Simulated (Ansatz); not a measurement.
Level of theory: Ansatz, DFT PBEsol, scalar-relativistic, plane waves, PAW.

Settings: cutoff 420 eV, Γ-centred mesh 8×8×4 on the computed 4-atom cell, Gaussian smearing of 0.02 eV; no spin polarisation.

```
I
1.0
     3.54353   -2.36928    0.00000
     3.73533    2.65948    0.00000
     0.00000    0.00000   10.09648
I
4
Cartesian
  3.4191 -1.6646 1.1671
  3.7639 -0.5596 6.2153
  3.7444 1.7653 8.9294
  3.6304 1.0393 3.8812
```

Task: Is this geometry at equilibrium? Which atom feels the largest force?

Result: It isn't. Atom 1 (I) feels (0.08, -0.46, -0.16) eV/Å, 0.497 eV/Å in size, and symmetry-related atoms feel the same size.

Task: Give all forces and the stress.

Result:
```
atom Fx Fy Fz
  I1   0.079  -0.464  -0.159
  I2  -0.079   0.464  -0.159
  I3  -0.055   0.263   0.159
  I4   0.055  -0.263   0.159
```
Stress (GPa, compression positive):
```
 0.04 -0.22  0.00
-0.22 -2.93  0.00
 0.00  0.00 -4.54
```

 The cell holds layers, and where no dispersion correction was added their binding is poorly described.